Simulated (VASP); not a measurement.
# Ir (Fm-3m) in VASP: a series of runs

The runs below take Ir through relaxation of cell and atoms, with PBEsol, PBE+D3(BJ).

Everything below comes from runs of VASP 6.6.1. Logs are shortened: lines on timing, memory, paths and dates and some standing lists are left out, and cuts for length are marked.

## (1) The structure

It takes space group Fm-3m (No. 225, cubic). Conventional cell: a = 3.831 Å, b = 3.831 Å, c = 3.831 Å, α = 90.00°, β = 90.00°, γ = 90.00°. Ir (site symmetry m-3m) has 12 Ir at 2.71 Å as nearest neighbours.

## (2) Relaxation of cell and atoms, PBEsol

Contents of INCAR:

```
SYSTEM = Ir
PREC = Accurate
ENCUT = 600
EDIFF = 1E-6
ISMEAR = 1
SIGMA = 0.1
LREAL = .False.
LASPH = .True.
NELM = 80
ALGO = Normal
ISIF = 3
LWAVE = .False.
LCHARG = .False.
GGA = PS
IBRION = 2
NSW = 90
EDIFFG = -0.01
```

Contents of KPOINTS:

```
regular mesh
0
Gamma
  16 16 16
  0 0 0
```

Contents of POSCAR:

```
Ir
1.0
    0.0000000000      1.9156000000      1.9156000000
    1.9156000000      0.0000000000      1.9156000000
    1.9156000000      1.9156000000      0.0000000000
Ir
1
Direct
    0.0000000000      0.0000000000      0.0000000000
```

Potentials or basis: VASP PAW PBE potentials, release 64 (Ir).

On the command line:

```bash
cat potpaw_PBE.64/Ir/POTCAR > POTCAR
mpirun -np 1 vasp_std > vasp.out
```

OUTCAR:

```text
SYSTEM = Ir
   PREC = Accurate
   ENCUT = 600
   EDIFF = 1E-6
   ISMEAR = 1
   LREAL = .False.
   LASPH = .True.
   NELM = 80
   ISIF = 3
   GGA = PS
   IBRION = 2
   NSW = 90
   EDIFFG = -0.01

 ion  position               nearest neighbor table
   1  0.000  0.000  0.000-

  LATTYP: Found a face centered cubic cell.
 ALAT       =     3.8312000000

  Lattice vectors:

 A1 = (   0.0000000000,   1.9156000000,   1.9156000000)
 A2 = (   1.9156000000,   0.0000000000,   1.9156000000)
 A3 = (   1.9156000000,   1.9156000000,   0.0000000000)

Analysis of symmetry for initial positions (statically):
=====================================================================
 Subroutine PRICEL returns:
 Original cell was already a primitive cell.

 Routine SETGRP: Setting up the symmetry group for a
 face centered cubic supercell.

 Subroutine GETGRP returns: Found 48 space group operations
 (whereof 48 operations were pure point group operations)
 out of a pool of 48 trial point group operations.

The static configuration has the point symmetry O_h .

Analysis of symmetry for dynamics (positions and initial velocities):
=====================================================================
 Subroutine PRICEL returns:
 Original cell was already a primitive cell.

 Routine SETGRP: Setting up the symmetry group for a
 face centered cubic supercell.

 Subroutine GETGRP returns: Found 48 space group operations
 (whereof 48 operations were pure point group operations)
 out of a pool of 48 trial point group operations.

The dynamic configuration has the point symmetry O_h .

 Subroutine INISYM returns: Found 48 space group operations
 (whereof 48 operations are pure point group operations),
 and found     1 'primitive' translations

----------------------------------------------------------------------------------------

                                     Primitive cell

  volume of cell :      14.0587

  direct lattice vectors                    reciprocal lattice vectors
     0.000000000  1.915600000  1.915600000    -0.261014826  0.261014826  0.261014826
     1.915600000  0.000000000  1.915600000     0.261014826 -0.261014826  0.261014826
     1.915600000  1.915600000  0.000000000     0.261014826  0.261014826 -0.261014826

  length of vectors
     2.709067500  2.709067500  2.709067500     0.452090940  0.452090940  0.452090940

  position of ions in fractional coordinates (direct lattice)
     0.000000000  0.000000000  0.000000000

  ion indices of the primitive-cell ions
   primitive index   ion index
                 1           1

----------------------------------------------------------------------------------------

 KPOINTS: regular mesh

Automatic generation of k-mesh.
 Grid dimensions read from file:
 generate k-points for:   16   16   16

 Generating k-lattice:

  Cartesian coordinates                     Fractional coordinates (reciprocal lattice)
    -0.016313427  0.016313427  0.016313427     0.062500000  0.000000000  0.000000000
     0.016313427 -0.016313427  0.016313427     0.000000000  0.062500000  0.000000000
     0.016313427  0.016313427 -0.016313427     0.000000000  0.000000000  0.062500000

  Length of vectors
     0.028255684  0.028255684  0.028255684

  Shift w.r.t. Gamma in fractional coordinates (k-lattice)
     0.000000000  0.000000000  0.000000000

 Subroutine IBZKPT returns following result:
 ===========================================

 Found    145 irreducible k-points:

 Following reciprocal coordinates:
            Coordinates               Weight
  0.000000  0.000000  0.000000      1.000000
  0.062500  0.000000  0.000000      8.000000
  0.125000  0.000000  0.000000      8.000000
  0.187500  0.000000  0.000000      8.000000
  0.250000  0.000000  0.000000      8.000000
  0.312500  0.000000  0.000000      8.000000
[... 16 lines left out ...]
 -0.125000  0.062500  0.000000     24.000000
 -0.062500  0.062500  0.000000     12.000000
 [... further k-points ...]
   k-points           NKPTS =    145   k-points in BZ     NKDIM =    145   number of bands    NBANDS=      8
   number of dos      NEDOS =    301   number of ions     NIONS =      1
   total plane-waves  NPLWV =  13824
   dimension x,y,z NGX =    24 NGY =   24 NGZ =   24
   dimension x,y,z NGXF=    48 NGYF=   48 NGZF=   48
   ions per type =               1
   NGX,Y,Z   is equivalent  to a cutoff of  14.73, 14.73, 14.73 a.u.
   NGXF,Y,Z  is equivalent  to a cutoff of  29.46, 29.46, 29.46 a.u.
 SYSTEM =  Ir
   PREC   = accura    normal or accurate (medium, high low for compatibility)
   ISTART =      0    job   : 0-new  1-cont  2-samecut
   ICHARG =      2    charge: 1-file 2-atom 10-const
   ISPIN  =      1    spin polarized calculation?
   LNONCOLLINEAR =      F non collinear calculations
   LSORBIT =      F    spin-orbit coupling
   LASPH  =      T    aspherical Exc in radial PAW
   ENCUT  =  600.0 eV  44.10 Ry    6.64 a.u.   5.41  5.41  5.41*2*pi/ulx,y,z
   NELM   =     80;   NELMIN=  2; NELMDL= -5     # of ELM steps
   EDIFF  = 0.1E-05   stopping-criterion for ELM
   LREAL  =      F    real-space projection
   EDIFFG = -.1E-01   stopping-criterion for IOM
   NSW    =     90    number of steps for IOM
   IBRION =      2    ionic relax: 0-MD 1-quasi-New 2-CG
   NFREE  =      1    steps in history (QN), initial steepest desc. (CG)
   ISIF   =      3    stress and relaxation
   ISYM   =      2    0-nonsym 1-usesym 2-fastsym
   POTIM  = 0.5000    time-step for ionic-motion
   TEBEG  =    0.0;   TEEND  =   0.0 temperature during run
   PSTRESS=    0.0 pullay stress
   NELECT =       9.0000    total number of electrons
   NUPDOWN=      -1.0000    fix difference up-down
   EMIN   =  10.00;   EMAX   =-10.00  energy-range for DOS
   EFERMI =   0.00;   METHOD = LEGACY
   ISMEAR =     1;   SIGMA  =   0.10  broadening in eV -4-tet -1-fermi 0-gaus
   EFERMI_NEDOS =   21; number of points for ismear=-14 and -15
   IALGO  =     38    algorithm
   IMIX   =      4    mixing-type and parameters
     AMIX     =   0.40;   BMIX     =  1.00
     AMIX_MAG =   1.60;   BMIX_MAG =  1.00
  volume/ion in A,a.u.               =      14.06        94.87
  Fermi-wavevector in a.u.,A,eV,Ry     =   1.410937  2.666284 27.085691  1.990742
  Thomas-Fermi vector in A             =   2.532839
   LORBIT       =      0    0 simple, 1 ext, 2 COOP (PROOUT), +10 PAW based schemes
   GGA     = PS    functional components
   LHFCALC =     F    Hartree Fock is set to
   AEXX    =    0.0000 exact exchange contribution
   IVDW    =     0    specifies the selected vdW correction
   LEPSILON=     F    determine dielectric tensor
   LRPA    =     F    only Hartree local field effects (RPA)
 conjugate gradient relaxation of ions
 non-spin polarized calculation
 Methfessel and Paxton  Order N= 1 SIGMA  =   0.10
  energy-cutoff  :      600.00
  volume of cell :       14.06
 maximum number of plane-waves:       493
 NGX is ok and might be reduce to    24
   NGX = 11   NGY = 11   NGZ = 11

--------------------------------------- Ionic step        1  -------------------------------------------

 number of electron       9.0000000 magnetization

 Free energy of the ion-electron system (eV)
  ---------------------------------------------------
  ext. energy  EPLUGINS =         0.00000000
  ---------------------------------------------------
  free energy    TOTEN  =        -9.80941341 eV

  energy without entropy =       -9.80914209  energy(sigma->0) =       -9.80932297

------------------------ aborting loop because EDIFF is reached ----------------------------------------

  FORCE on cell =-STRESS in cart. coord.  units (eV):
  Direction    XX          YY          ZZ          XY          YZ          ZX
  --------------------------------------------------------------------------------------
  -------------------------------------------------------------------------------------
  Total        0.0910411      0.0910411      0.0910411      0.0000000      0.0000000      0.0000000
  in kB       10.3753713     10.3753713     10.3753713      0.0000000      0.0000000      0.0000000
  external PRESSURE =      10.3753713 kB  Pullay stress =       0.0000000 kB
[... 55 lines left out ...]
  energy  without entropy=       -9.8074065170  energy(sigma->0) =       -9.80757596

--------------------------------------- Ionic step        3  -------------------------------------------

 number of electron       9.0000000 magnetization

 Free energy of the ion-electron system (eV)
  ---------------------------------------------------
  ext. energy  EPLUGINS =         0.00000000
  ---------------------------------------------------
  free energy    TOTEN  =        -9.80953147 eV

  energy without entropy =       -9.80926345  energy(sigma->0) =       -9.80944213

 E-fermi :  10.3085     XC(G=0): -14.1217

 val. band max:       10.3048205628   @ k =   0.3750   0.0625   0.0000
 cond. band min:      10.3111830313   @ k =   0.3125   0.2500   0.0625
 fundamental gap:      0.0063624685
 Fermi energy:        10.3084566426

 k-point     1 :       0.0000    0.0000    0.0000
  band No.  band energies     occupation
      1      -0.9216      2.00000
      2       6.3890      2.00000
      3       6.3890      2.00000
      4       6.3890      2.00000
      5       9.1220      2.00000
      6       9.1220      2.00000
      7      24.6190      0.00000
      8      30.2155      0.00000
[... 243 lines left out ...]
 k-point    24 :      -0.0625    0.0625    0.0000
  band No.  band energies     occupation
      1      -0.4626      2.00000
      2       6.1257      2.00000
      3       6.5709      2.00000
      4       6.6239      2.00000
      5       8.8613      2.00000
      6       9.1477      2.00000
      7      25.4015      0.00000
      8      28.4730      0.00000

 [... further k-points ...]

------------------------ aborting loop because EDIFF is reached ----------------------------------------

  FORCE on cell =-STRESS in cart. coord.  units (eV):
  Direction    XX          YY          ZZ          XY          YZ          ZX
  --------------------------------------------------------------------------------------
  -------------------------------------------------------------------------------------
  Total       -0.0019180     -0.0019180     -0.0019180      0.0000000      0.0000000      0.0000000
  in kB       -0.2180002     -0.2180002     -0.2180002      0.0000000      0.0000000      0.0000000
  external PRESSURE =      -0.2180002 kB  Pullay stress =       0.0000000 kB
[... 16 lines left out ...]
  FREE ENERGIE OF THE ION-ELECTRON SYSTEM (eV)
  ---------------------------------------------------
  free  energy   TOTEN  =        -9.8095314733 eV

  energy  without entropy=       -9.8092634451  energy(sigma->0) =       -9.80944213

 reached required accuracy - stopping structural energy minimisation
```

Wall time 15 s (1 thread of Intel Xeon 6975P-C (Granite Rapids), shared host); peak memory 0.16 GiB.

What came out:

```
Free energy                            : -9.8095 eV
Relaxed volume                         : 14.10 Å³/atom
Relaxed cell                           : a = 2.711 Å, b = 2.711 Å, c = 2.711 Å, α = 60.00°, β = 60.00°, γ = 60.00°
Space group after relaxing (to 0.05 Å) : Fm-3m (No. 225)
Energy gained by relaxing              : 0.1 meV/atom
Ionic steps                            : 3
Pressure after relaxing                : 0.0 GPa
Band gap on the k mesh                 : none (metal or under the smearing width)
```

Step by step:
```
step  energy change (eV)  largest force (eV/Å)  pressure (GPa)  volume (Å³)
   1              0.0000                0.0000            1.04        14.06
   2              0.0018                0.0000           -3.97        14.24
   3             -0.0001                0.0000           -0.02        14.10
```

Final structure:
```
Ir
1.0
     0.00000    1.91729    1.91729
     1.91729    0.00000    1.91729
     1.91729    1.91729    0.00000
Ir
1
Direct
  0.00000 0.00000 0.00000
```

Caveat: the PAW data sets were made with another functional, which shifts forces and pressure a little. The run has no spin-orbit coupling, so splittings on Ir are missing.

## (3) Relaxation of cell and atoms, PBEsol

This run uses another cell than the first one, of 14.10 Å³/atom, 1.003 times its volume.

INCAR: that of step 2 with these lines changed.

```diff
@@ -3,3 +3,3 @@
 ENCUT = 600
-EDIFF = 1E-6
+EDIFF = 1E-7
 ISMEAR = 1
@@ -16,2 +16,2 @@
 NSW = 90
-EDIFFG = -0.01
+EDIFFG = -0.005
```

KPOINTS is that of step 2.

Contents of POSCAR:

```
Ir                                      
1.0
    0.0000000000      1.9172882864      1.9172882864
    1.9172882864      0.0000000000      1.9172882864
    1.9172882864      1.9172882864     -0.0000000000
  Ir            
     1
Direct
     0.0000000000000000    0.0000000000000000    0.0000000000000000
```

Potentials or basis: VASP PAW PBE potentials, release 64 (Ir).

On the command line:

```bash
cat potpaw_PBE.64/Ir/POTCAR > POTCAR
mpirun -np 1 vasp_std > vasp.out
```

It took 7.9 s on 1 thread of Intel Xeon 6975P-C (Granite Rapids), shared host; peak memory 0.16 GiB.

Results (log left out):

* Free energy: -9.8095 eV
* Pressure after relaxing: 0.0 GPa
* Band gap on the k mesh: none (metal or under the smearing width)

Final structure:
```
Ir
1.0
     0.00000    1.91729    1.91729
     1.91729    0.00000    1.91729
     1.91729    1.91729    0.00000
Ir
1
Cartesian
  0.0000 0.0000 0.0000
```

Levels at points of the mesh, in eV from the Fermi level:
```
           k point  band 1  band 2  band 3  band 4  band 5  band 6  band 7  band 8
(0.00, 0.00, 0.00)  -11.23   -3.92   -3.92   -3.92   -1.19   -1.19   14.31   19.91
(0.50, 0.00, 0.00)   -8.18   -4.02   -4.02   -0.83    0.92    0.92    7.27   13.84
(0.50, 0.50, 0.00)   -7.98   -7.40    0.90    1.50    1.50    1.65   10.52   11.68
```

Caveat: the relaxation stopped at its first step, so nothing moved; the PAW data sets were made with another functional, which shifts forces and pressure a little. Spin-orbit coupling is left out, which matters for the levels of Ir.

(Part 1 of 2 ends here.)
